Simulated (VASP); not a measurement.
# MgS: molecular dynamics at constant energy

MgS, F-43m (no. 216), 8 atoms in the cell. PBE, molecular dynamics; PAW potentials S, Mg (PBE set).

Ensemble: NVE; Starting temperature (K): 600.

## Input

INCAR:
```
SYSTEM = MgS
ALGO = Normal ; ANDERSEN_PROB = 0.0
EDIFF = 1E-6 ; ENCUT = 260
GGA = PE ; IBRION = 0
ISIF = 2 ; ISMEAR = 0
ISYM = 0 ; KPAR = 2
LASPH = .True. ; LCHARG = .False.
LREAL = Auto ; LWAVE = .False.
MDALGO = 1 ; NELM = 60
NELMIN = 4 ; NSW = 60
POTIM = 2.0 ; PREC = Normal
RANDOM_SEED = 510537 0 0 ; SIGMA = 0.05
TEBEG = 600
```

KPOINTS:
```
k-points
0
Monkhorst-Pack
  2 2 2
```

POSCAR:
```
MgS
1.0
    5.6662400936      0.0000000000      0.0000000000
    0.0000000000      5.6662400936      0.0000000000
    0.0000000000      0.0000000000      5.6662400936
S Mg
4 4
Direct
    0.2500000000      0.2500000000      0.7500000000
    0.2500000000      0.7500000000      0.2500000000
    0.7500000000      0.2500000000      0.2500000000
    0.7500000000      0.7500000000      0.7500000000
    0.0000000000      0.0000000000      0.0000000000
    0.0000000000      0.5000000000      0.5000000000
    0.5000000000      0.0000000000      0.5000000000
    0.5000000000      0.5000000000      0.0000000000
```

Commands:
```
cat potpaw_PBE.64/S/POTCAR potpaw_PBE.64/Mg/POTCAR > POTCAR
mpirun -np 2 vasp_std > vasp.out
```

## Result

- Rise of the mean potential energy above the start (meV/atom): 33.9
- Mean temperature (K): 301
- Electronic steps per ionic step after the first: 4.1

Course of the run:

| Time (fs) | Temperature (K) | Potential energy less the first (meV/atom) |
|---|---|---|
| 2 | 600 | 0.0 |
| 12 | 450 | 17.0 |
| 20 | 229 | 42.1 |
| 30 | 135 | 52.8 |
| 38 | 236 | 41.2 |
| 48 | 366 | 26.5 |
| 56 | 374 | 25.6 |
| 66 | 269 | 37.5 |
| 74 | 152 | 50.7 |
| 84 | 93 | 57.5 |
| 92 | 174 | 48.4 |
| 102 | 370 | 26.1 |
| 110 | 471 | 14.6 |
| 120 | 420 | 20.4 |

The mean temperature lies below the starting 600 K, since the atoms start on their sites and part of their kinetic energy turns into potential energy.

REPORT:
```
MDALGO =   1
         ANDERSEN_PROB =  0.00000000
               SCALING =       0
                 CNEXP =     9.000   14.000
           RANDOM_SEED =            510537                0                0

   original number of atomic DOF:         21
   number of independent constraints:      0
   number of active DOF:                  21

========================================
         MD step No.       1
========================================

  Atomic velocities initialized by STEP_tb

  >Energies
                    E_tot             E_pot             E_kin               EPS                ES
   e_b>   -0.33275460E+02   -0.33818356E+02    0.54289543E+00    0.00000000E+00    0.00000000E+00

  >Temperature
               T_sim     T_inst
   tmprt>    600.000    600.000

  >Thermostat, num. of collisions:                0

           RANDOM_SEED =            510537               96                0

[... steps left out ...]

========================================
         MD step No.      60
========================================

  >Energies
                    E_tot             E_pot             E_kin               EPS                ES
   e_b>   -0.33275021E+02   -0.33654785E+02    0.37976397E+00    0.00000000E+00    0.00000000E+00

  >Temperature
               T_sim     T_inst
   tmprt>    600.000    419.710

  >Thermostat, num. of collisions:                0

           RANDOM_SEED =            510537             2928                0
```

OSZICAR:
```
N       E                     dE             d eps       ncg     rms          rms(c)
DAV:   1     0.109384421951E+03    0.10938E+03   -0.85592E+03   168   0.705E+02
DAV:   2    -0.253116475974E+02   -0.13470E+03   -0.13090E+03   241   0.156E+02
DAV:   3    -0.357416863192E+02   -0.10430E+02   -0.10409E+02   203   0.508E+01
DAV:   4    -0.358961586967E+02   -0.15447E+00   -0.15442E+00   198   0.763E+00
DAV:   5    -0.358994416665E+02   -0.32830E-02   -0.32829E-02   198   0.106E+00    0.878E+00
DAV:   6    -0.339337980514E+02    0.19656E+01   -0.47413E+00   168   0.859E+00    0.726E+00
DAV:   7    -0.337865180533E+02    0.14728E+00   -0.94901E-01   188   0.392E+00    0.471E+00
DAV:   8    -0.338170555214E+02   -0.30537E-01   -0.46902E-02   168   0.147E+00    0.950E-01
DAV:   9    -0.338164301020E+02    0.62542E-03   -0.23749E-03   208   0.251E-01    0.277E-01
DAV:  10    -0.338183173597E+02   -0.18873E-02   -0.25914E-03   168   0.291E-01    0.479E-02
DAV:  11    -0.338183463039E+02   -0.28944E-04   -0.13017E-04   188   0.541E-02    0.179E-02
DAV:  12    -0.338183562006E+02   -0.98967E-05   -0.24553E-05   168   0.238E-02    0.298E-02
[... left out ...]
     58 T=   462. E= -.33275178E+02 F= -.33693223E+02 E0= -.33693223E+02  EK= 0.41805E+00 SP= 0.00E+00 SK= 0.00E+00
     59 T=   444. E= -.33275108E+02 F= -.33676511E+02 E0= -.33676511E+02  EK= 0.40140E+00 SP= 0.00E+00 SK= 0.00E+00
[... last step whole ...]
       N       E                     dE             d eps       ncg     rms          rms(c)
DAV:   1    -0.336547793274E+02    0.21731E-01   -0.20272E-05   282   0.135E+00    0.108E-02
DAV:   2    -0.336547856220E+02   -0.62946E-05   -0.68110E-05   188   0.466E-02    0.911E-03
DAV:   3    -0.336547855453E+02    0.76767E-07   -0.10590E-06   144   0.763E-03    0.505E-03
DAV:   4    -0.336547854448E+02    0.10049E-06   -0.21830E-07   139   0.299E-03
     60 T=   420. E= -.33275021E+02 F= -.33654785E+02 E0= -.33654785E+02  EK= 0.37976E+00 SP= 0.00E+00 SK= 0.00E+00
```

Limits: 120 fs of 8 atoms are too short for converged averages.

VASP 6.6.1 took 152 s on 2 cores (Intel Xeon Platinum 8488C (Sapphire Rapids)), a shared host.
